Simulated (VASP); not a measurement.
Mo: single point with LDA

The system is Mo.

```
Mo
1.0
     2.59153    0.00000    0.00000
     0.00000    2.59153    0.00000
     0.00000    0.00000    2.59153
Mo
1
Cartesian
  0.0000 0.0000 0.0000
```

This isn't the form of Mo at room conditions, which is bcc.

```json
{
 "Program": "VASP 6.6.1",
 "Task": "single point",
 "Functional": "LDA",
 "Potentials or basis": "VASP PAW LDA potentials, release 64 (Mo_sv)",
 "Cutoff": "520 eV",
 "k mesh": "14 × 14 × 14",
 "Occupations": "fermi-dirac, width 0.1 eV",
 "Spin": "no spin polarisation",
 "Dipole correction": "no",
 "Further INCAR settings": "ALGO = Fast; EDIFF = 1e-06; NBANDS = 13"
}
```

```yaml
Pressure: -8.1 GPa
Band_gap_on_the_k_mesh: none (metal or under the smearing width)
```

Levels at points of the mesh, in eV from the Fermi level:
| k point | band 4 | band 5 | band 6 | band 7 | band 8 | band 9 | band 10 | band 11 |
| --- | --- | --- | --- | --- | --- | --- | --- | --- |
| (0.00, 0.00, 0.00) | -34.20 | -6.52 | -4.22 | -4.22 | 3.87 | 3.87 | 3.87 | 15.49 |
| (0.50, 0.00, 0.00) | -34.05 | -3.52 | -3.32 | 0.15 | 0.60 | 0.60 | 4.20 | 9.26 |
| (0.50, 0.50, 0.00) | -33.92 | -5.40 | -2.28 | 1.27 | 1.27 | 5.82 | 5.82 | 6.20 |
| (0.50, 0.50, 0.50) | -35.31 | -3.81 | -3.81 | -3.81 | 6.43 | 6.43 | 7.77 | 12.82 |

It took 7.6 s on 1 thread of Intel(R) Xeon(R) 6975P-C (Granite Rapids), on a shared host, peak memory 0.13 GiB.
